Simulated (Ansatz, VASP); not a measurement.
**Two plane-wave programs on Mg**

Contents of POSCAR:

```
Mg
1.0
    3.1722934733      0.0000000000      0.0000000000
   -1.5861467366      2.7472867361      0.0000000000
    0.0000000000      0.0000000000     30.3169170444
Mg
5
Direct
    0.6666666667      0.3333333333      0.2308941899
    0.3333333333      0.6666666667      0.3179971516
    0.6666666667      0.3333333333      0.4034755517
    0.3333333333      0.6666666667      0.4890250005
    0.6666666667      0.3333333333      0.5755580016
```

The input INCAR.step1:

```
SYSTEM = Mg
  PREC = Accurate
  ENCUT = 520
  ISMEAR = 1
  SIGMA = 0.1
  LREAL = .FALSE.
  LASPH = .TRUE.
  NELM = 100
  LDIPOL = .TRUE.
  IDIPOL = 3
  DIPOL = 0.5 0.5 0.403
  NBANDS = 13
  GGA = PE
  ALGO = Normal
  EDIFF = 1E-4
  LWAVE = .TRUE.
  LCHARG = .FALSE.
```

INCAR.step2

```
SYSTEM = Mg
  PREC = Accurate
  ENCUT = 520
  EDIFF = 1E-6
  ISMEAR = 1
  SIGMA = 0.1
  LREAL = .FALSE.
  LASPH = .TRUE.
  NELM = 100
  ALGO = Normal
  ISIF = 2
  LWAVE = .FALSE.
  LCHARG = .FALSE.
  LDIPOL = .TRUE.
  IDIPOL = 3
  DIPOL = 0.5 0.5 0.403
  METAGGA = R2SCAN
  LMIXTAU = .TRUE.
  LUSE_VDW = .TRUE.
  IVDW_NL = 2
  BPARAM = 11.95
  CPARAM = 0.0093
  NBANDS = 13
  ISTART = 1
```

KPOINTS

```
Automatic mesh
0
G
  15 15 1
  0 0 0
```

Input for Ansatz:

```yaml
crystal:
  lattice:
    - [3.1722934733, 0.0, 0.0]
    - [-1.5861467366, 2.7472867361, 0.0]
    - [0.0, 0.0, 30.3169170444]
  atoms:
    - { symbol: Mg, position: [0.6666666667, 0.3333333333, 0.2308941899] }
    - { symbol: Mg, position: [0.3333333333, 0.6666666667, 0.3179971516] }
    - { symbol: Mg, position: [0.6666666667, 0.3333333333, 0.4034755517] }
    - { symbol: Mg, position: [0.3333333333, 0.6666666667, 0.4890250005] }
    - { symbol: Mg, position: [0.6666666667, 0.3333333333, 0.5755580016] }
basis:
  ecutwfc: 500
kpoints:
  mp_grid: { grid: [15, 15, 1] }
hamiltonian:
  xc: r2scan
  dispersion: rvv10
scf:
  occupations: { method: methfessel_paxton, width: 0.1 }
  n_extra_bands: 7
  max_iter: 160
output:
  forces: true
  eigenvalues: true
  write_density: true
  write_potential: true
  elf: true
  volumetric_format: npy
efield:
  axis: 3
  dipole_correction: true
```

Alike in both runs: task single point; functional r2SCAN; dispersion rVV10; k mesh 15 × 15 × 1; occupations methfessel-paxton of order 1, width 0.1 eV; no spin polarisation.

|  | VASP | Ansatz |
| --- | --- | --- |
| version | VASP 6.6.1 | Ansatz 0.2.0 |
| potentials or method | VASP PAW PBE potentials, release 64 (Mg) | scalar-relativistic, plane waves, PAW |
| plane-wave cutoff (eV) | 520 | 500 |
| valence electrons in the cell | 10 | 50 |

|  | VASP | Ansatz | Ansatz less VASP |
| --- | --- | --- | --- |
| gap on the k mesh at the Fermi level (eV) | none | none | - |
| rms of the force components (eV/Å) | 0.009 | 0.009 | 0.0000 |

Atom by atom the forces differ by 0.004 eV/Å (rms over components). A gap of «none» marks a metal or a gap that the smearing closes. The two sets of potentials don't hold the same shells in valence. Ansatz warned: «xc_potential_rough_in_thin_density».

Caveats: the PAW data sets were made with another functional, which shifts forces and pressure a little (VASP).
